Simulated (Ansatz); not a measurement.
The system is MoS2.

```
Mo S
1.0
     3.22746    0.00000    0.00000
    -1.61373    2.79507    0.00000
     0.00000    0.00000    6.31247
Mo S
1 2
Direct
  0.00000 0.00000 0.50000
  0.66667 0.33333 0.74468
  0.33333 0.66667 0.25532
```

Measurements of this composition are mostly on another form, of space group No. 194.

Program: Ansatz 0.2.0. Alike in all runs: task band structure; no spin polarisation; cell as given; k mesh 9 × 9 × 4; smearing fermi-dirac 0.05 eV.

Q: Order these runs on this cell by their pressure, lowest first.
A. level PBE; potentials or basis Ansatz PAW earlier set; cutoff (eV) 640
B. level PBEsol; potentials or basis Ansatz PAW; cutoff (eV) 420
C. level LDA+U; potentials or basis Ansatz PAW; U Mo d U = 5 eV; cutoff (eV) 420; hubbard projectors ortho-atomic (the default); double counting fll (the default)

A: C (-6.1 GPa), B (-3.4 GPa), A (1.1 GPa).

Caveats: the PAW data sets come from PBE, with cores solved anew for the run's functional, which leaves a small shift of forces and pressure (some runs); this functional lacks dispersion, which binds the layers, so the pressure and a relaxed spacing across them are unreliable (some runs); U without spin polarisation on a metal has little footing (some runs).
